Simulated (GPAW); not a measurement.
Here is a GPAW 26.7.0 calculation.

The input run.py:

```python
from ase import Atoms
from ase.dft.bandgap import bandgap
from ase.io import write
from gpaw import GPAW, PW

atoms = Atoms(['C', 'C'],
              cell=[[2.1273203072, -1.22828244, 0.0],
                    [2.1273203072, 1.22828244, 0.0],
                    [-1.3790696309, 0.0, 3.5028300786]],
              scaled_positions=[[0.16664447, 0.16664447, 0.99990696],
                                [0.83335553, 0.83335553, 0.00009304]],
              pbc=True)

calc = GPAW(mode=PW(800),
            xc='TB09',
            kpts={'size': (10, 10, 6), 'gamma': True},
            occupations={'name': 'fermi-dirac', 'width': 0.05},
            nbands=11,
            convergence={'density': 1e-05, 'energy': 1e-05},
            eigensolver='cg',
            maxiter=150,
            txt='gpaw.txt')
atoms.calc = calc
energy = atoms.get_potential_energy()
calc.write('gs.gpw')
write('result.traj', atoms)
print('Fermi level:', round(calc.get_fermi_level(), 4), 'eV')
print(f'Gap: {bandgap(calc)[0]:.4f} eV, direct: {bandgap(calc, direct=True)[0]:.4f} eV')
```

Potentials or basis: GPAW PAW data sets for LDA (gpaw-data 1.2.1), pw.

Command:

```console
$ OMP_NUM_THREADS=1 python run.py
```

Problem. Predict the band gap on the k mesh.

Solution. 1.49 eV, indirect (least direct gap 1.51 eV).

Caveat: a model potential gives levels but no total energy. A k mesh can miss the band edges.
